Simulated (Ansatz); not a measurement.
# BAs (F-43m) in Ansatz: further runs

Runs on BAs. Level: RPBE. Tasks: single point, equation of state.

Program: Ansatz 0.2.0. These are calculated values, not measurements. Logs are shortened: lines on timing, memory, paths and dates and some standing lists are left out, and cuts for length are marked.

**What was measured.**

“Basic Physical Properties of Cubic Boron Arsenide”, 2019, arxiv:1911.11281 quotes, for a bulk crystal of BAs: bulk modulus 148 GPa.

The runs below are set against these values where they give the same quantity.

### 1 Starting point

Symmetry: F-43m, No. 216, cubic system. The conventional cell has a = 4.777 Å, b = 4.777 Å, c = 4.777 Å, α = 90.00°, β = 90.00°, γ = 90.00°. As (site symmetry -43m) has 4 B at 2.07 Å as nearest neighbours. Around B (site symmetry -43m) lie 4 As at 2.07 Å.

### 2 Single point, RPBE, 12.81 Å³/atom (volume scaled by 0.94)

Contents of input.yaml:

```yaml
crystal:
  lattice:
    - [0.0, 2.3397414207, 2.3397414207]
    - [2.3397414207, 0.0, 2.3397414207]
    - [2.3397414207, 2.3397414207, 0.0]
  atoms:
    - { symbol: As, position: [0.75, 0.75, 0.75] }
    - { symbol: B, position: [0.0, 0.0, 0.0] }
hamiltonian:
  xc: rpbe
  pseudopotentials: { kind: paw }
kpoints:
  mp_grid: { grid: [10, 10, 10] }
scf:
  occupations: { method: fermi_dirac, width: 0.05 }
output:
  forces: true
  stress: true
  eigenvalues: true
```

Potentials or basis: Ansatz PAW.

Launch:

```bash
ansatz run input.yaml --threads 2 --pin off --max-ram 5120MiB --backend cpu --events-out ev --progress --plain --runs-dir out
```

Output:

```text
Warning: RAYON_NUM_THREADS=2 ignored (pool sized by the plan → 2); use --threads N
Engine: ansatz 0.2.0, x86_64-unknown-linux-gnu
Pseudopotentials: kind: paw
Pseudopotential: As, paw, valence charge 15, recommended cutoff 420 eV (normal), As.paw.azcp
Pseudopotential: B, paw, valence charge 3, recommended cutoff 420 eV (normal), B.paw.azcp
Functional definition: RPBE
  parameter kappa = 0.804
  parameter beta = 0.06672455060314922
  exchange = rpbe_x(kappa = kappa, mu = beta*pi^2/3)
  correlation = pbe_c(beta = beta)
Crystal: 2 atoms, lattice volume = 25.617 Å³
Basis set: ecut = 420 eV, 531 PW (Γ), exchange–correlation on 48×48×48 points (8 copies of the dense FFT grid, shifted against one another)
Bands: 13, of which v1, the nominal top of the filled ones, is band 9 counted from 1 (8 counted from 0)
Symmetry: 24 space group operations
Space group: F-43m (ITA 216), of the structure as read, at distance tolerance 2.9e-5 Å
k-points: 47 of 1000 (time reversal used)
Non-local potential: As, projectors of the file, l = 0: 2, l = 1: 2, l = 2: 3, l = 3: 1
Non-local potential: B, projectors of the file, l = 0: 2, l = 1: 2, l = 2: 1
PAW form: soft (Blöchl's): semilocal exchange-correlation on the pseudo side does not see the compensation charge
PAW frozen core: As, regenerated for the run's functional, and the local potential with it (the file was generated under x = pbe(κ = 0.804, μ = 0.2195149727645171), c = pbe(β = 0.06672455060314922))
PAW frozen core: B, regenerated for the run's functional, and the local potential with it (the file was generated under x = pbe(κ = 0.804, μ = 0.2195149727645171), c = pbe(β = 0.06672455060314922))
PAW one-centre angular grid: As, 590 points (default); XC on 64 Gauss nodes
PAW one-centre angular grid: B, 110 points (default); XC on 64 Gauss nodes
Initial density: superposition of atomic densities (neutral atoms: chi_scale 0, normalization atom), corrected by the library's trained network
Initial wavefunctions: pseudopotential atomic-orbital guess
Functional: x = rpbe, c = pbe(β = 0.06672455060314922)
SCF iter   1: F=—  HF=-5018.919126 eV  |F-HF|=—  |Δ(HF+E_count)|=         —  Δρ=2.09e-3  dr2=4.84e-4  ethr=1.77e-3  ⟨swp⟩=5.6  Hψ=3519  notcnv=0
preconditioner: auto → none  [insulator: Δε(μ)=1.137 eV  Ē_g=12.947 eV  σ=0.050 eV  W_gap=1.00  n_scr=8 (ndim 8)  ℏωp=20.8 eV  f_vac=0.000  D(μ)=0.00/eV (n_scr^D=0)  ε∞_Penn≈3.6]
SCF iter   2: F=—  HF=-5018.919271 eV  |F-HF|=—  |Δ(HF+E_count)|=   1.46e-4  Δρ=1.18e-3  dr2=2.23e-4  ethr=2.69e-6  ⟨swp⟩=2.1  Hψ=1389  notcnv=0
SCF iter   3: F=—  HF=-5018.919350 eV  |F-HF|=—  |Δ(HF+E_count)|=   7.84e-5  Δρ=5.15e-4  dr2=3.65e-5  ethr=1.24e-6  ⟨swp⟩=3.0  Hψ=1086  notcnv=0
SCF iter   4: F=—  HF=-5018.919393 eV  |F-HF|=—  |Δ(HF+E_count)|=   4.38e-5  Δρ=6.23e-5  dr2=1.12e-6  ethr=2.03e-7  ⟨swp⟩=2.0  Hψ=793  notcnv=0
SCF iter   5: F=—  HF=-5018.919394 eV  |F-HF|=—  |Δ(HF+E_count)|=   9.39e-7  Δρ=2.52e-5  dr2=1.65e-7  ethr=6.24e-9  ⟨swp⟩=2.0  Hψ=1034  notcnv=0
SCF iter   6: F=-5018.919395 eV  HF=-5018.919395 eV  |F-HF|=1.11e-8  |Δ(HF+E_count)|=   1.82e-7  Δρ=5.56e-6  dr2=9.02e-9  ethr=5.56e-10  ⟨swp⟩=5.0  Hψ=2796  notcnv=0
SCF 1 converged in 6 iterations: F = -5018.919395 eV  dr2 = 9.02e-9
SCF converged after 6 iterations
Free energy (F): -5018.919395 eV
Harris-Foulkes:  -5018.919395 eV  (|F-HF|=1.11e-8)
Internal energy: -5018.919394 eV  (E = F + TS)
E sigma→0 (E₀):  -5018.919394 eV
Entropy (-TS):   -0.000000 eV (-0.000 meV/atom)
Fermi energy:    12.806028 eV
--- Per-component energies (eV) ---
  E_band       = -193.139035
  E_kinetic    = 154.643977
  E_local      = -1636.981571  (includes V_loc(G=0)·N_el)
  E_nonlocal   = -659.514519
  E_hartree    = 919.139748
  E_xc         = -112.500974
  E_vxc        = -118.897695  (∫ρ·V_xc dr)
  E_paw        = -1921.722385  (= ΣΔE_a)
  E_vpaw       = 229.327726  (= ΣTr[D̂ρ^β])
  E_aug_tail   = 0.000004  (compensation charges beyond the density's cutoff)
  E_ewald      = -1761.738944
  E_core_change = -0.244730  (= ΣΔE_core)
  E_smearing   = -0.000000  (= −TS)
  E_closure    = -0.000000  (closes the sum)
  Σ components = -5018.919395   (vs F -5018.919395, Δ=0.00e0)
--- Forces (eV/Å), atoms counted from 1 ---
  atom   1  As    -0.00000000     0.00000000     0.00000000
  atom   2  B     -0.00000000     0.00000000    -0.00000000
  max |Σ_I F_I| component: 5.61e-16 eV/Å
--- Stress (GPa, compression-positive) ---
       15.683832      -0.000000      -0.000000
        0.000000      15.683832       0.000000
       -0.000000       0.000000      15.683832
  P = ⅓ Tr σ = 15.6838 GPa (156.838 kbar)
--- Band table (eV; the first three rows and the last of 47) ---
  k-point 0: bands = ["-23.6533", "-23.6533", "-23.6533", "-23.6252", "-23.6252", "-3.7403", "12.2509", "12.2509", "12.2509", "15.6126", "15.6126", "15.6126", "17.7553"]
  k-point 1: bands = ["-23.6529", "-23.6523", "-23.6523", "-23.6252", "-23.6252", "-3.5663", "10.8110", "11.9265", "11.9265", "15.8899", "16.0393", "16.0393", "18.5053"]
  k-point 2: bands = ["-23.6519", "-23.6500", "-23.6500", "-23.6249", "-23.6249", "-3.0521", "8.3424", "11.3149", "11.3149", "15.7859", "16.7940", "16.7940", "20.0001"]
  k-point 46: bands = ["-23.6512", "-23.6417", "-23.6334", "-23.6293", "-23.6208", "0.9673", "3.7936", "6.5252", "6.7906", "16.8443", "17.3420", "20.4690", "20.5606"]
```

Run time: 1.1 s. Hardware: 2 threads of AMD EPYC 7R43 (Zen 3), shared host; peak memory 0.43 GiB.

Results:

| Item | Value |
| --- | --- |
| Free energy | -5018.9194 eV |
| Pressure | 15.7 GPa |
| Band gap on the k mesh | 1.15 eV, indirect (least direct gap 3.36 eV) |

Caveat: the PAW data sets come from PBE, with cores solved anew for the run's functional, which leaves a small shift of forces and pressure.

### 3 Single point, RPBE, 13.08 Å³/atom (volume scaled by 0.96)

Changes to input.yaml since step 2:

```diff
@@ -2,5 +2,5 @@
   lattice:
-    - [0.0, 2.3397414207, 2.3397414207]
-    - [2.3397414207, 0.0, 2.3397414207]
-    - [2.3397414207, 2.3397414207, 0.0]
+    - [0.0, 2.3562190158, 2.3562190158]
+    - [2.3562190158, 0.0, 2.3562190158]
+    - [2.3562190158, 2.3562190158, 0.0]
   atoms:
```

Potentials or basis: Ansatz PAW.

Launch:

```bash
ansatz run input.yaml --threads 2 --pin off --max-ram 5120MiB --backend cpu --events-out ev --progress --plain --runs-dir out
```

Wall time 1.1 s (2 threads of AMD EPYC 7R43 (Zen 3), shared host); peak memory 0.43 GiB.

It converged, with:

* Free energy: -5018.9663 eV
* Pressure: 11.9 GPa
* Band gap on the k mesh: 1.17 eV, indirect (least direct gap 3.33 eV)

Caveat: the PAW data sets come from PBE, with cores solved anew for the run's functional, which leaves a small shift of forces and pressure.

### 4 Single point, RPBE, 13.35 Å³/atom (volume scaled by 0.98)

Changes to input.yaml since step 3:

```diff
@@ -2,5 +2,5 @@
   lattice:
-    - [0.0, 2.3562190158, 2.3562190158]
-    - [2.3562190158, 0.0, 2.3562190158]
-    - [2.3562190158, 2.3562190158, 0.0]
+    - [0.0, 2.3724693156, 2.3724693156]
+    - [2.3724693156, 0.0, 2.3724693156]
+    - [2.3724693156, 2.3724693156, 0.0]
   atoms:
@@ -19 +19,5 @@
   eigenvalues: true
+  write_density: true
+  write_potential: true
+  elf: true
+  volumetric_format: npy
```

Launch:

```bash
ansatz run input.yaml --threads 2 --pin off --max-ram 5120MiB --backend cpu --events-out ev --progress --plain --runs-dir out
```

Run time: 1.5 s. Hardware: 2 threads of AMD EPYC 7R43 (Zen 3), shared host; peak memory 0.43 GiB.

The run converged. Its results:

```
Free energy            : -5019.0009 eV
Pressure               : 8.5 GPa
Band gap on the k mesh : 1.19 eV, indirect (least direct gap 3.31 eV)
```

Caveat: the PAW data sets come from PBE, with cores solved anew for the run's functional, which leaves a small shift of forces and pressure.

### 5 Single point, RPBE, 13.63 Å³/atom

Changes to input.yaml since step 4:

```diff
@@ -2,5 +2,5 @@
   lattice:
-    - [0.0, 2.3724693156, 2.3724693156]
-    - [2.3724693156, 0.0, 2.3724693156]
-    - [2.3724693156, 2.3724693156, 0.0]
+    - [0.0, 2.3885, 2.3885]
+    - [2.3885, 0.0, 2.3885]
+    - [2.3885, 2.3885, 0.0]
   atoms:
```

Launch:

```bash
ansatz run input.yaml --threads 2 --pin off --max-ram 5120MiB --backend cpu --events-out ev --progress --plain --runs-dir out
```

It took 1.5 s on 2 threads of AMD EPYC 7R43 (Zen 3), shared host; peak memory 0.43 GiB.

It converged, with:

```yaml
Free_energy: -5019.0246 eV
Pressure: 5.4 GPa
Band_gap_on_the_k_mesh: 1.22 eV, indirect (least direct gap 3.28 eV)
```

Caveat: the PAW data sets come from PBE, with cores solved anew for the run's functional, which leaves a small shift of forces and pressure.

### 6 Single point, RPBE, 13.90 Å³/atom (volume scaled by 1.02)

Contents of input.yaml:

```yaml
crystal:
  lattice:
    - [0.0, 2.4043183418, 2.4043183418]
    - [2.4043183418, 0.0, 2.4043183418]
    - [2.4043183418, 2.4043183418, 0.0]
  atoms:
    - { symbol: As, position: [0.75, 0.75, 0.75] }
    - { symbol: B, position: [0.0, 0.0, 0.0] }
hamiltonian:
  xc: rpbe
  pseudopotentials: { kind: paw }
kpoints:
  mp_grid: { grid: [10, 10, 10] }
scf:
  occupations: { method: fermi_dirac, width: 0.05 }
output:
  forces: true
  stress: true
  eigenvalues: true
```

Potentials or basis: Ansatz PAW.

Launch:

```bash
ansatz run input.yaml --threads 2 --pin off --max-ram 5120MiB --backend cpu --events-out ev --progress --plain --runs-dir out
```

Run time: 1.1 s. Hardware: 2 threads of AMD EPYC 7R43 (Zen 3), shared host; peak memory 0.43 GiB.

Results (log left out):

```
Free energy            : -5019.0382 eV
Pressure               : 2.6 GPa
Band gap on the k mesh : 1.24 eV, indirect (least direct gap 3.26 eV)
```

Caveat: the PAW data sets come from PBE, with cores solved anew for the run's functional, which leaves a small shift of forces and pressure.

### 7 Single point, RPBE, 14.17 Å³/atom (volume scaled by 1.04)

Changes to input.yaml since step 6:

```diff
@@ -2,5 +2,5 @@
   lattice:
-    - [0.0, 2.4043183418, 2.4043183418]
-    - [2.4043183418, 0.0, 2.4043183418]
-    - [2.4043183418, 2.4043183418, 0.0]
+    - [0.0, 2.419931236, 2.419931236]
+    - [2.419931236, 0.0, 2.419931236]
+    - [2.419931236, 2.419931236, 0.0]
   atoms:
```

Launch:

```bash
ansatz run input.yaml --threads 2 --pin off --max-ram 5120MiB --backend cpu --events-out ev --progress --plain --runs-dir out
```

Wall time 1.1 s (2 threads of AMD EPYC 7R43 (Zen 3), shared host); peak memory 0.44 GiB.

Results (log left out):

- Free energy: -5019.0428 eV
- Pressure: 0.1 GPa
- Band gap on the k mesh: 1.26 eV, indirect (least direct gap 3.24 eV)

Caveat: the PAW data sets come from PBE, with cores solved anew for the run's functional, which leaves a small shift of forces and pressure.

### 8 Single point, RPBE, 14.44 Å³/atom (volume scaled by 1.06)

Changes to input.yaml since step 7:

```diff
@@ -2,5 +2,5 @@
   lattice:
-    - [0.0, 2.419931236, 2.419931236]
-    - [2.419931236, 0.0, 2.419931236]
-    - [2.419931236, 2.419931236, 0.0]
+    - [0.0, 2.4353452264, 2.4353452264]
+    - [2.4353452264, 0.0, 2.4353452264]
+    - [2.4353452264, 2.4353452264, 0.0]
   atoms:
```

Launch:

```bash
ansatz run input.yaml --threads 2 --pin off --max-ram 5120MiB --backend cpu --events-out ev --progress --plain --runs-dir out
```

Wall time 1.1 s (2 threads of AMD EPYC 7R43 (Zen 3), shared host); peak memory 0.43 GiB.

Results (log left out):

```
Free energy            : -5019.0392 eV
Pressure               : -2.2 GPa
Band gap on the k mesh : 1.28 eV, indirect (least direct gap 3.21 eV)
```

Caveat: the PAW data sets come from PBE, with cores solved anew for the run's functional, which leaves a small shift of forces and pressure.

### 9 Equation of state, RPBE

Potentials or basis: Ansatz PAW.

No new run: the results of the series are fitted here.

Results:

| Property | Result |
| --- | --- |
| Equilibrium volume | 14.18 Å³/atom |
| Bulk modulus | 125 GPa |
| Pressure derivative of the bulk modulus | 4.1 |

Energy against volume, from the lowest point:
```
volume (Å³/atom)  energy (meV/atom)
          12.809              61.70
          13.081              38.27
          13.354              20.95
          13.626               9.12
          13.899               2.30
          14.171               0.00
          14.444               1.80
```

Caveat: the potentials were made for another functional, which shifts forces and pressure. RPBE and its kin give volumes clearly too large for solids.

### 10 Comparison with measurements

Step 9. A measured bulk modulus of BAs is 148 GPa (quoted in “Basic Physical Properties of Cubic Boron Arsenide”, 2019, arxiv:1911.11281); the calculated 125 GPa misses it by -15.7 %. The fit is for a static lattice scaled at fixed shape and fixed fractional positions.
